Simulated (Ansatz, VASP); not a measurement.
Given: the input of a run of VASP 6.6.1 on WS2 (Tungstenite).

File run.py:

```python
from ase.calculators.vasp import Vasp
from ase.dft.bandgap import bandgap
from ase.io import read

atoms = read('WS2.xyz')
calc = Vasp(
    directory='calc',
    xc='pbe',
    pp='PBE',
    setups='gw',
    prec='Accurate',
    encut=550,
    ediff=1e-06,
    ismear=0,
    sigma=0.05,
    lreal=False,
    lasph=True,
    nelm=80,
    algo='Normal',
    isif=2,
    lwave=False,
    lcharg=True,
    lelf=True,
    lvhar=True,
    kpts=[10, 10, 3],
    gamma=True,
)
atoms.calc = calc

print('energy (eV):', atoms.get_potential_energy())
print('free energy (eV):', atoms.get_potential_energy(force_consistent=True))
print('forces (eV/A):')
print(atoms.get_forces())
print('stress (eV/A^3, Voigt):', atoms.get_stress())
print('Fermi level (eV):', calc.get_fermi_level())
gap, top, bottom = bandgap(calc)
print('band gap (eV):', gap, 'from (spin, k, band)', top, 'to', bottom)
```

WS2.xyz

```xyz
6
Lattice="3.1800000000 0.0000000000 0.0000000000 -1.5900000000 2.7539607840 0.0000000000 0.0000000000 0.0000000000 12.5000000000" Properties=species:S:1:pos:R:3 pbc="T T T"
W      1.5900000002      0.9179869279      9.3750000000
W     -0.0000000002      1.8359738561      3.1250000000
S      1.5900000002      0.9179869279      4.6875000000
S     -0.0000000002      1.8359738561     10.9375000000
S      1.5900000002      0.9179869279      1.5625000000
S     -0.0000000002      1.8359738561      7.8125000000
```

Potentials or basis: VASP PAW PBE potentials, release 64 (W_sv_GW, S_GW).

Command:

```sh
$ python run.py
```

**Question.** Set up the same calculation for Ansatz 0.2.0. Potentials there: Ansatz PAW.

**Answer.** As run (the cutoff follows the program's own potentials):

Contents of input.yaml:

```yaml
crystal:
  lattice:
    - [3.18, 0.0, 0.0]
    - [-1.59, 2.753960784, 0.0]
    - [0.0, 0.0, 12.5]
  atoms:
    - { symbol: W, position: [0.6666666667, 0.3333333333, 0.75] }
    - { symbol: W, position: [0.3333333333, 0.6666666667, 0.25] }
    - { symbol: S, position: [0.6666666667, 0.3333333333, 0.375] }
    - { symbol: S, position: [0.3333333333, 0.6666666667, 0.875] }
    - { symbol: S, position: [0.6666666667, 0.3333333333, 0.125] }
    - { symbol: S, position: [0.3333333333, 0.6666666667, 0.625] }
hamiltonian:
  xc: pbe
  pseudopotentials: { kind: paw }
kpoints:
  mp_grid: { grid: [10, 10, 3] }
scf:
  occupations: { method: gaussian, width: 0.05 }
output:
  forces: true
  stress: true
  eigenvalues: true
```

Potentials or basis: Ansatz PAW.

Run with:

```console
$ ansatz run input.yaml --threads 2 --pin off --max-ram 5632MiB --backend cpu --events-out ev --progress --plain --runs-dir out
```

Both were run:

|  | VASP | Ansatz | Ansatz less VASP |
| --- | --- | --- | --- |
| gap on the k mesh at the Fermi level (eV) | 1.12 | 1.12 | 0.000 |
| least direct gap on the mesh (eV) | 2.08 | 2.09 | +0.002 |
| pressure (GPa) | 1.9 | 2.3 | +0.34 |
| largest component of the traceless stress (GPa) | 1.24 | 1.23 | -0.011 |
| rms of the force components (eV/Å) | 0.065 | 0.061 | -0.0044 |

Atom by atom the forces differ by 0.004 eV/Å (rms over components).

Caveats: spin-orbit coupling is left out, which moves the levels of the heavy elements; this functional lacks dispersion, which binds the layers, so the pressure and a relaxed spacing across them are unreliable; an odd mesh through Γ misses points on the zone boundary, where band edges often lie (VASP); odd divisions of the mesh miss points on the zone boundary, where band edges often lie, so the gap on the mesh can be too wide (Ansatz). Expect the measured gap to be larger: semilocal functionals such as PBE lack the derivative discontinuity.
